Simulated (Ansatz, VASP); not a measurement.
# W in VASP and in Ansatz

Contents of POSCAR:

```
W
1.0
   -1.5842368039      1.5842368039      1.5842368039
    1.5842368039     -1.5842368039      1.5842368039
    1.5842368039      1.5842368039     -1.5842368039
W
1
Direct
    0.0000000000      0.0000000000      0.0000000000
```

INCAR.step1

```
PREC     = Accurate       # precision mode
ENCUT    = 520            # plane-wave cutoff, eV
ISMEAR   = -1             # smearing method
SIGMA    = 0.02           # smearing width, eV
LREAL    = False          # projectors in reciprocal space
LASPH    = True           # aspherical terms in the spheres
NELM     = 80             # most SCF steps
NBANDS   = 13             # bands
GGA      = PE             # functional
ALGO     = Normal         # electronic algorithm
EDIFF    = 1E-4           # SCF threshold, eV
LWAVE    = True           # write WAVECAR
LCHARG   = False          # write CHGCAR
```

File INCAR.step2:

```
PREC     = Accurate       # precision mode
ENCUT    = 520            # plane-wave cutoff, eV
EDIFF    = 1E-6           # SCF threshold, eV
ISMEAR   = -1             # smearing method
SIGMA    = 0.02           # smearing width, eV
LREAL    = False          # projectors in reciprocal space
LASPH    = True           # aspherical terms in the spheres
NELM     = 80             # most SCF steps
ALGO     = Normal         # electronic algorithm
ISIF     = 2              # what is computed and relaxed
LWAVE    = False          # write WAVECAR
LCHARG   = False          # write CHGCAR
METAGGA  = R2SCAN         # meta-GGA
LMIXTAU  = True         
NBANDS   = 13             # bands
ISTART   = 1
```

Contents of KPOINTS:

```
regular mesh
0
Gamma
  12 12 12
```

Input for Ansatz:

```yaml
crystal:
  lattice:
    - [-1.5842368039, 1.5842368039, 1.5842368039]
    - [1.5842368039, -1.5842368039, 1.5842368039]
    - [1.5842368039, 1.5842368039, -1.5842368039]
  atoms:
    - { symbol: W, position: [0.0, 0.0, 0.0] }
kpoints:
  mp_grid: { grid: [12, 12, 12] }
  band_path:
    path:
      - [0.0, 0.0, 0.0]
      - [0.5, -0.5, 0.5]
      - [0.0, 0.0, 0.5]
      - [0.25, 0.25, 0.25]
    npoints: 1
hamiltonian:
  xc: r2scan
scf:
  occupations: { method: fermi_dirac, width: 0.02 }
  n_extra_bands: 4
output:
  forces: true
  stress: true
  eigenvalues: true
```

Alike in both runs: task single point; functional r2SCAN; k mesh 12 × 12 × 12; occupations fermi-dirac, width 0.02 eV; no spin polarisation.

|  | VASP | Ansatz |
| --- | --- | --- |
| version | VASP 6.6.1 | Ansatz 0.2.0 |
| potentials or method | VASP PAW PBE potentials, release 64 (W_sv) | plane waves, PAW |
| plane-wave cutoff (eV) | 520 | 500 |
| valence electrons in the cell | 14 | 14 |

```csv
,VASP,Ansatz,Ansatz less VASP
pressure (GPa),1.7,0.5,-1.19
```

The functional is the same, so the differences come from potentials, cutoffs and numerics.

Caveats: the PAW data sets were made with another functional, which shifts forces and pressure a little (VASP). Spin-orbit coupling is left out, which matters for the levels of W.
